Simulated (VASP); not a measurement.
# CoSn (P6/mmm) in VASP: a series of runs, part 2 of 2

VASP 6.6.1. The steps go on from the part before.

## 3. Relaxation of cell and atoms, PBE

This run uses another cell than the first one, of 17.12 Å³/atom, 1.029 times its volume.

INCAR reads:

```
SYSTEM = CoSn
PREC = Accurate ; ENCUT = 600
EDIFF = 1E-7 ; ISMEAR = 1
SIGMA = 0.1 ; LREAL = .FALSE.
LASPH = .TRUE. ; NELM = 80
ALGO = Normal ; ISIF = 3
LWAVE = .FALSE. ; LCHARG = .FALSE.
GGA = PE ; IBRION = 2
NSW = 90 ; EDIFFG = -0.005
KPAR = 2
```

KPOINTS reads:

```
regular mesh
0
G
  9 9 9
  0 0 0
```

POSCAR reads:

```
CoSn                                    
1.0
    5.2969238124      0.0000000000     -0.0000000000
   -2.6484619062      4.5872705835      0.0000000000
    0.0000000000     -0.0000000000      4.2277518433
  Co              Sn            
     3     3
Direct
     0.0000000000000000    0.5000000000000000    1.0000000000000000
     0.5000000000000000    0.5000000000000000    1.0000000000000000
     0.5000000000000000    0.0000000000000000    1.0000000000000000
     0.6666666699999979    0.3333333300000021    0.5000000000000000
     0.3333333300000021    0.6666666699999979    0.5000000000000000
     0.0000000000000000    0.0000000000000000    1.0000000000000000
```

Potentials or basis: VASP PAW PBE potentials, release 64 (Co, Sn_d).

The run is started by

```sh
cat potpaw_PBE.64/Co/POTCAR potpaw_PBE.64/Sn_d/POTCAR > POTCAR
mpirun -np 2 vasp_std > vasp.out
```

OUTCAR:

```text
SYSTEM = CoSn
   PREC = Accurate
   ENCUT = 600
   EDIFF = 1E-7
   ISMEAR = 1
   LREAL = .FALSE.
   LASPH = .TRUE.
   NELM = 80
   ISIF = 3
   GGA = PE
   IBRION = 2
   NSW = 90
   EDIFFG = -0.005

 ion  position               nearest neighbor table
   1  0.000  0.500  0.000-   4 2.61   5 2.61   4 2.61   5 2.61   2 2.65   2 2.65   6 2.65   6 2.65
                             3 2.65   3 2.65
   2  0.500  0.500  0.000-   4 2.61   5 2.61   4 2.61   5 2.61   1 2.65   1 2.65   6 2.65   3 2.65
                             3 2.65   6 2.65
   3  0.500  0.000  0.000-   4 2.61   5 2.61   4 2.61   5 2.61   6 2.65   6 2.65   1 2.65   2 2.65
                             2 2.65   1 2.65
   4  0.667  0.333  0.500-   1 2.61   1 2.61   3 2.61   3 2.61   2 2.61   2 2.61   5 3.06   5 3.06
                             5 3.06   6 3.72   6 3.72   6 3.72   6 3.72   6 3.72   6 3.72
   5  0.333  0.667  0.500-   1 2.61   1 2.61   3 2.61   3 2.61   2 2.61   2 2.61   4 3.06   4 3.06
                             4 3.06   6 3.72   6 3.72   6 3.72   6 3.72   6 3.72   6 3.72
   6  0.000  0.000  0.000-   3 2.65   3 2.65   1 2.65   1 2.65   2 2.65   2 2.65   5 3.72   4 3.72
                             5 3.72   4 3.72   4 3.72   5 3.72   5 3.72   4 3.72   5 3.72   5 3.72

  LATTYP: Found a hexagonal cell.
 ALAT       =     5.2969238124
 C/A-ratio  =     0.7981522848

  Lattice vectors:

 A1 = (   5.2969238124,   0.0000000000,   0.0000000000)
 A2 = (  -2.6484619062,   4.5872705835,   0.0000000000)
 A3 = (   0.0000000000,   0.0000000000,   4.2277518433)

Analysis of symmetry for initial positions (statically):
=====================================================================
 Subroutine PRICEL returns:
 Original cell was already a primitive cell.

 Routine SETGRP: Setting up the symmetry group for a
 hexagonal supercell.

 Subroutine GETGRP returns: Found 24 space group operations
 (whereof 24 operations were pure point group operations)
 out of a pool of 24 trial point group operations.

The static configuration has the point symmetry D_6h.

Analysis of symmetry for dynamics (positions and initial velocities):
=====================================================================
 Subroutine PRICEL returns:
 Original cell was already a primitive cell.

 Routine SETGRP: Setting up the symmetry group for a
 hexagonal supercell.

 Subroutine GETGRP returns: Found 24 space group operations
 (whereof 24 operations were pure point group operations)
 out of a pool of 24 trial point group operations.

The dynamic configuration has the point symmetry D_6h.

 Subroutine INISYM returns: Found 24 space group operations
 (whereof 24 operations are pure point group operations),
 and found     1 'primitive' translations

----------------------------------------------------------------------------------------

                                     Primitive cell

  volume of cell :     102.7277

  direct lattice vectors                    reciprocal lattice vectors
     5.296923812  0.000000000  0.000000000     0.188788821  0.108997276  0.000000000
    -2.648461906  4.587270583  0.000000000     0.000000000  0.217994553  0.000000000
     0.000000000  0.000000000  4.227751843     0.000000000  0.000000000  0.236532331

  length of vectors
     5.296923812  5.296923812  4.227751843     0.217994553  0.217994553  0.236532331

  position of ions in fractional coordinates (direct lattice)
     1.000000000  0.500000000  0.000000000
     0.500000000  0.500000000  0.000000000
[... 68 lines left out ...]
   number of dos      NEDOS =    301   number of ions     NIONS =      6
   total plane-waves  NPLWV =  63504
   dimension x,y,z NGX =    42 NGY =   42 NGZ =   36
   dimension x,y,z NGXF=    84 NGYF=   84 NGZF=   72
   ions per type =               3   3
   NGX,Y,Z   is equivalent  to a cutoff of  13.18, 13.18, 14.16 a.u.
   NGXF,Y,Z  is equivalent  to a cutoff of  26.36, 26.36, 28.31 a.u.
 SYSTEM =  CoSn
   PREC   = accura    normal or accurate (medium, high low for compatibility)
   ISTART =      0    job   : 0-new  1-cont  2-samecut
   ICHARG =      2    charge: 1-file 2-atom 10-const
   ISPIN  =      1    spin polarized calculation?
   LNONCOLLINEAR =      F non collinear calculations
   LSORBIT =      F    spin-orbit coupling
   LASPH  =      T    aspherical Exc in radial PAW
   ENCUT  =  600.0 eV  44.10 Ry    6.64 a.u.  10.58 10.58  8.44*2*pi/ulx,y,z
   NELM   =     80;   NELMIN=  2; NELMDL= -5     # of ELM steps
   EDIFF  = 0.1E-06   stopping-criterion for ELM
   LREAL  =      F    real-space projection
   EDIFFG = -.5E-02   stopping-criterion for IOM
   NSW    =     90    number of steps for IOM
   IBRION =      2    ionic relax: 0-MD 1-quasi-New 2-CG
   NFREE  =      1    steps in history (QN), initial steepest desc. (CG)
   ISIF   =      3    stress and relaxation
   ISYM   =      2    0-nonsym 1-usesym 2-fastsym
   POTIM  = 0.5000    time-step for ionic-motion
   TEBEG  =    0.0;   TEEND  =   0.0 temperature during run
   PSTRESS=    0.0 pullay stress
   NELECT =      69.0000    total number of electrons
   NUPDOWN=      -1.0000    fix difference up-down
   EMIN   =  10.00;   EMAX   =-10.00  energy-range for DOS
   EFERMI =   0.00;   METHOD = LEGACY
   ISMEAR =     1;   SIGMA  =   0.10  broadening in eV -4-tet -1-fermi 0-gaus
   EFERMI_NEDOS =   21; number of points for ismear=-14 and -15
   IALGO  =     38    algorithm
   IMIX   =      4    mixing-type and parameters
     AMIX     =   0.40;   BMIX     =  1.00
     AMIX_MAG =   1.60;   BMIX_MAG =  1.00
  volume/ion in A,a.u.               =      17.12       115.54
  Fermi-wavevector in a.u.,A,eV,Ry     =   1.433712  2.709323 27.967196  2.055531
  Thomas-Fermi vector in A             =   2.553200
   LORBIT       =      0    0 simple, 1 ext, 2 COOP (PROOUT), +10 PAW based schemes
   GGA     = PE    functional components
   LHFCALC =     F    Hartree Fock is set to
   AEXX    =    0.0000 exact exchange contribution
   IVDW    =     0    specifies the selected vdW correction
   LEPSILON=     F    determine dielectric tensor
   LRPA    =     F    only Hartree local field effects (RPA)
 conjugate gradient relaxation of ions
 non-spin polarized calculation
 Methfessel and Paxton  Order N= 1 SIGMA  =   0.10
  energy-cutoff  :      600.00
  volume of cell :      102.73
 maximum number of plane-waves:      3461
   NGX = 21   NGY = 21   NGZ = 17

 number of electron      69.0000012 magnetization

 Free energy of the ion-electron system (eV)
  ---------------------------------------------------
  ext. energy  EPLUGINS =         0.00000000
  ---------------------------------------------------
  free energy    TOTEN  =       -33.24059789 eV

  energy without entropy =      -33.24293812  energy(sigma->0) =      -33.24137797

 E-fermi :   9.7584     XC(G=0): -11.7067

 val. band max:        9.7541017902   @ k =   0.2222   0.2222   0.3333
 cond. band min:       9.7749195245   @ k =   0.1111   0.0000   0.3333
 fundamental gap:      0.0208177343
 Fermi energy:         9.7584315016

 k-point     1 :       0.0000    0.0000    0.0000
  band No.  band energies     occupation
      1     -11.7500      2.00000
      2     -11.6378      2.00000
      3     -11.6378      2.00000
      4     -11.6183      2.00000
      5     -11.6183      2.00000
      6     -11.5151      2.00000
[... 1045 lines left out ...]
     40      14.0531      0.00000
     41      14.0531      0.00000

 [... further k-points ...]

------------------------ aborting loop because EDIFF is reached ----------------------------------------

  FORCE on cell =-STRESS in cart. coord.  units (eV):
  Direction    XX          YY          ZZ          XY          YZ          ZX
  --------------------------------------------------------------------------------------
  -------------------------------------------------------------------------------------
  Total        0.0120540      0.0120540     -0.0108166      0.0000000     -0.0000000      0.0000000
  in kB        0.1879977      0.1879977     -0.1686987      0.0000000     -0.0000000      0.0000000
  external PRESSURE =       0.0690989 kB  Pullay stress =       0.0000000 kB

 VOLUME and BASIS-vectors are now :
 -----------------------------------------------------------------------------
  energy-cutoff  :      600.00
  volume of cell :      102.73
      direct lattice vectors                 reciprocal lattice vectors
     5.296923812  0.000000000  0.000000000     0.188788821  0.108997276  0.000000000
    -2.648461906  4.587270583  0.000000000     0.000000000  0.217994553  0.000000000
     0.000000000  0.000000000  4.227751843     0.000000000  0.000000000  0.236532331

 POSITION                                       TOTAL-FORCE (eV/Angst)
 -----------------------------------------------------------------------------------
     -1.32423      2.29364      0.00000        -0.000000      0.000000      0.000000
      1.32423      2.29364      0.00000        -0.000000      0.000000      0.000000
      2.64846      0.00000      0.00000        -0.000000      0.000000      0.000000
      2.64846      1.52909      2.11388         0.000000      0.000000      0.000000
     -0.00000      3.05818      2.11388        -0.000000     -0.000000      0.000000
      0.00000      0.00000      0.00000        -0.000000      0.000000      0.000000
 -----------------------------------------------------------------------------------
    total drift:                                0.000000      0.000000     -0.000000

  FREE ENERGIE OF THE ION-ELECTRON SYSTEM (eV)
  ---------------------------------------------------
  free  energy   TOTEN  =       -33.2405978930 eV

  energy  without entropy=      -33.2429381247  energy(sigma->0) =      -33.24137797

 reached required accuracy - stopping structural energy minimisation
```

It took 2 min on 2 MPI ranks of Intel Xeon 6975P-C (Granite Rapids), shared host; peak memory 0.39 GiB.

What came out:

```
Free energy             : -33.2406 eV
Pressure after relaxing : 0.0 GPa
Band gap on the k mesh  : none (metal or under the smearing width)
```

Final structure:
```
Co Sn
1.0
     5.29692    0.00000    0.00000
    -2.64846    4.58727    0.00000
     0.00000    0.00000    4.22775
Co Sn
3 3
Direct
  0.00000 0.50000 0.00000
  0.50000 0.50000 0.00000
  0.50000 0.00000 0.00000
  0.66667 0.33333 0.50000
  0.33333 0.66667 0.50000
  0.00000 0.00000 0.00000
```

Caveat: the relaxation stopped at its first step, so nothing moved. Spin polarisation is off, so any magnetic state and its effect on volume and gap are missing.

## 4. Relaxation of cell and atoms, PBEsol

INCAR reads:

```
SYSTEM = CoSn
  PREC = Accurate
  ENCUT = 600
  EDIFF = 1E-6
  ISMEAR = 1
  SIGMA = 0.1
  LREAL = .False.
  LASPH = .True.
  NELM = 80
  ALGO = Normal
  ISIF = 3
  LWAVE = .False.
  LCHARG = .False.
  GGA = PS
  IBRION = 2
  NSW = 90
  EDIFFG = -0.01
  KPAR = 2
```

KPOINTS reads:

```
regular mesh
0
Gamma
  9 9 9
  0 0 0
```

POSCAR reads:

```
CoSn
1.0
    5.2460399276      0.0000000000      0.0000000000
   -2.6230199638      4.5432038466      0.0000000000
    0.0000000000      0.0000000000      4.1875903000
Co Sn
3 3
Direct
    0.0000000000      0.5000000000      0.0000000000
    0.5000000000      0.5000000000      0.0000000000
    0.5000000000      0.0000000000      0.0000000000
    0.6666666700      0.3333333300      0.5000000000
    0.3333333300      0.6666666700      0.5000000000
    0.0000000000      0.0000000000      0.0000000000
```

The run is started by

```sh
cat potpaw_PBE.64/Co/POTCAR potpaw_PBE.64/Sn_d/POTCAR > POTCAR
mpirun -np 2 vasp_std > vasp.out
```

Wall time 3.9 min (2 MPI ranks of AMD EPYC 9R45 (Zen 5), shared host); peak memory 0.38 GiB.

It converged, with:

```
Free energy                            : -36.9621 eV
Relaxed volume                         : 16.39 Å³/atom
Relaxed cell                           : a = 5.221 Å, b = 5.221 Å, c = 4.166 Å, α = 90.00°, β = 90.00°, γ = 120.00°
Space group after relaxing (to 0.05 Å) : P6/mmm (No. 191)
Energy gained by relaxing              : 1.6 meV/atom
Ionic steps                            : 3
Pressure after relaxing                : 0.0 GPa
Band gap on the k mesh                 : none (metal or under the smearing width)
```

Step by step:
```tsv
step	energy change (eV)	largest force (eV/Å)	pressure (GPa)	volume (Å³)
1	0.0000	0.0000	-2.01	99.81
2	0.0013	0.0000	2.38	96.82
3	-0.0097	0.0000	-0.02	98.33
```

Final structure:
```
Co Sn
1.0
     5.22067    0.00000    0.00000
    -2.61033    4.52123    0.00000
     0.00000    0.00000    4.16575
Co Sn
3 3
Direct
  0.00000 0.50000 0.00000
  0.50000 0.50000 0.00000
  0.50000 0.00000 0.00000
  0.66667 0.33333 0.50000
  0.33333 0.66667 0.50000
  0.00000 0.00000 0.00000
```

Levels at points of the mesh, in eV from the Fermi level:
```csv
k point,band 30,band 31,band 32,band 33,band 34,band 35,band 36,band 37,band 38,band 39
"(0.00, 0.00, 0.00)",-0.46,-0.43,-0.43,-0.40,-0.40,0.54,0.69,1.44,1.44,3.02
```

Caveat: the PAW data sets were made with another functional, which shifts forces and pressure a little. Spin polarisation is off, so any magnetic state and its effect on volume and gap are missing.

## 5. Relaxation of cell and atoms, PBEsol

This run uses another cell than the first one, of 16.39 Å³/atom, 0.985 times its volume.

INCAR, as its differences from that of step 4:

```diff
@@ -3,3 +3,3 @@
   ENCUT = 600
-  EDIFF = 1E-6
+  EDIFF = 1E-7
   ISMEAR = 1
@@ -16,3 +16,3 @@
   NSW = 90
-  EDIFFG = -0.01
+  EDIFFG = -0.005
   KPAR = 2
```

KPOINTS is that of step 4.

POSCAR reads:

```
CoSn                                    
1.0
    5.2206674348      0.0000000000      0.0000000000
   -2.6103337174      4.5212306233     -0.0000000000
    0.0000000000      0.0000000000      4.1657546645
  Co              Sn            
     3     3
Direct
     0.0000000000000000    0.5000000000000000    0.0000000000000000
     0.5000000000000000    0.5000000000000000    0.0000000000000000
     0.5000000000000000    0.0000000000000000    0.0000000000000000
     0.6666666699999979    0.3333333300000021    0.5000000000000000
     0.3333333300000021    0.6666666699999979    0.5000000000000000
     0.0000000000000000    0.0000000000000000    0.0000000000000000
```

The run is started by

```sh
cat potpaw_PBE.64/Co/POTCAR potpaw_PBE.64/Sn_d/POTCAR > POTCAR
mpirun -np 2 vasp_std > vasp.out
```

Wall time 1.9 min (2 MPI ranks of AMD EPYC 9R45 (Zen 5), shared host); peak memory 0.37 GiB.

Results (log left out):

```
Free energy             : -36.9616 eV
Pressure after relaxing : 0.0 GPa
Band gap on the k mesh  : none (metal or under the smearing width)
```

Final structure:
```
Co Sn
1.0
     5.22067    0.00000    0.00000
    -2.61033    4.52123    0.00000
     0.00000    0.00000    4.16575
Co Sn
3 3
Direct
  0.00000 0.50000 0.00000
  0.50000 0.50000 0.00000
  0.50000 0.00000 0.00000
  0.66667 0.33333 0.50000
  0.33333 0.66667 0.50000
  0.00000 0.00000 0.00000
```

Levels at points of the mesh, in eV from the Fermi level:
```tsv
k point	band 32	band 33	band 34	band 35	band 36	band 37
(0.00, 0.00, 0.00)	-0.43	-0.40	-0.40	0.54	0.69	1.44
```

Caveat: the relaxation stopped at its first step, so nothing moved; the PAW data sets were made with another functional, which shifts forces and pressure a little.
